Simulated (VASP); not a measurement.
A run of VASP 6.6.1:

INCAR

```
SYSTEM = Tl
ALGO = Normal
EDIFF = 1E-7
ENCUT = 520
ISIF = 2
ISMEAR = -1
LASPH = .True.
LCHARG = .True.
LELF = .True.
LREAL = .False.
LVHAR = .True.
LWAVE = .False.
NBANDS = 12
NELM = 80
PREC = Accurate
SIGMA = 0.1
```

The input KPOINTS:

```
k-points
0
Gamma
  13 13 13
  0 0 0
```

POSCAR

```
Tl
1.0
   -1.8442526861      1.8442526861      1.8442526861
    1.8442526861     -1.8442526861      1.8442526861
    1.8442526861      1.8442526861     -1.8442526861
Tl
1
Direct
    0.0000000000      0.0000000000      0.0000000000
```

Potentials or basis: VASP PAW LDA potentials, release 64 (Tl_d).

Launch:

```console
$ cat potpaw_LDA.64/Tl_d/POTCAR > POTCAR
$ mpirun -np 1 vasp_std > vasp.out
```

Hardware: 1 thread of Intel(R) Xeon(R) 6975P-C (Granite Rapids), with other jobs on the host.

Estimate the wall time of this run.

Wall time 5.3 s on 1 thread of Intel(R) Xeon(R) 6975P-C (Granite Rapids) (shared host), peak memory 0.14 GiB. Counts: scf iterations 11, k points 84.
